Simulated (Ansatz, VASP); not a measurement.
**Rh: VASP beside Ansatz**

File INCAR:

```
ALGO = Normal
EDIFF = 1E-6
ENCUT = 520
GGA = CA
ISIF = 2
ISMEAR = 1
LASPH = T
LCHARG = F
LREAL = F
LWAVE = F
NBANDS = 22
NELM = 60
PREC = Accurate
SIGMA = 0.1
```

File KPOINTS:

```
k-points
0
Gamma
  8 8 5
```

The input POSCAR:

```
Rh
1.0
    2.6935700000      0.0175500000     -0.0015500000
   -1.3315900000      2.3648000000      0.0252000000
   -0.0025100000      0.0457300000      4.3786300000
Rh
2
Direct
    0.6694207304      0.3369519539      0.7461481316
    0.3456700000      0.6856400000      0.2618800000
```

Input for Ansatz:

```yaml
crystal:
  lattice:
    - [2.69357, 0.01755, -0.00155]
    - [-1.33159, 2.3648, 0.0252]
    - [-0.00251, 0.04573, 4.37863]
  atoms:
    - { symbol: Rh, position: [0.6694207304325557, 0.3369519538754438, 0.7461481315604446] }
    - { symbol: Rh, position: [0.34567, 0.68564, 0.26188] }
basis:
  ecutwfc: 540.0
  xc_grid: 2
kpoints:
  mp_grid:
    grid: [8, 8, 5]
hamiltonian:
  xc: lda
scf:
  convergence:
    dr2_threshold: 1.0e-09
  occupations:
    method: methfessel_paxton
output:
  forces: true
  stress: true
```

This isn't the form of Rh at room conditions, which is fcc.

Alike in both runs: task single point; functional LDA; k mesh 8 × 8 × 5; no spin polarisation.

```csv
,VASP,Ansatz
version,VASP 6.6.1,Ansatz 0.2.0
potentials or method,"VASP PAW LDA potentials, release 64 (Rh_pv)","plane waves, PAW"
plane-wave cutoff (eV),520,540
occupations,"methfessel-paxton of order 1, width 0.1 eV",methfessel-paxton of order 1
valence electrons in the cell,30,34
```

VASP gave:

```
pressure (GPa)                                  : -12.6
largest component of the traceless stress (GPa) : 1.99
rms of the force components (eV/Å)              : 0.389
```

Task: Estimate Ansatz's values.

Result: Pressure (GPa): -13.4; largest component of the traceless stress (GPa): 2.00; rms of the force components (eV/Å): 0.382.

Atom by atom the forces differ by 0.007 eV/Å (rms over components). The two sets of potentials don't hold the same shells in valence. Ansatz warned: «stress_scf_threshold_loose».
